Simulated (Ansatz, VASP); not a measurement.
## One calculation of SiGe5, two programs

```
Si Ge
1.0
     0.00000    4.62265    4.62265
     4.62265    0.00000    4.62265
     4.62265    4.62265    0.00000
Si Ge
1 5
Direct
  0.25000 0.25000 0.25000
  0.90159 0.90159 0.90159
  0.90159 0.90159 0.29522
  0.90159 0.29522 0.90159
  0.29522 0.90159 0.90159
  0.75000 0.75000 0.75000
```

Alike in both runs: functional PBE; k mesh 4 × 4 × 4; occupations gaussian, width 0.1 eV; no spin polarisation.

Ansatz relaxed the structure, and its values are those at the end. VASP's run is a single point on that final structure, the one shown.

|  | VASP | Ansatz |
| --- | --- | --- |
| version | VASP 6.6.1 | Ansatz 0.2.0 |
| potentials or method | VASP PAW PBE potentials, release 64 (Si, Ge_d) | scalar-relativistic, plane waves, PAW |
| plane-wave cutoff (eV) | 520 | 420 |
| valence electrons in the cell | 74 | 74 |

```tsv
	VASP	Ansatz	Ansatz less VASP
gap on the k mesh at the Fermi level (eV)	none	none	-
pressure (GPa)	-0.3	-0.3	+0.01
rms of the force components (eV/Å)	0.010	0.007	-0.0027
```

A gap of «none» marks a metal or a gap that the smearing closes.
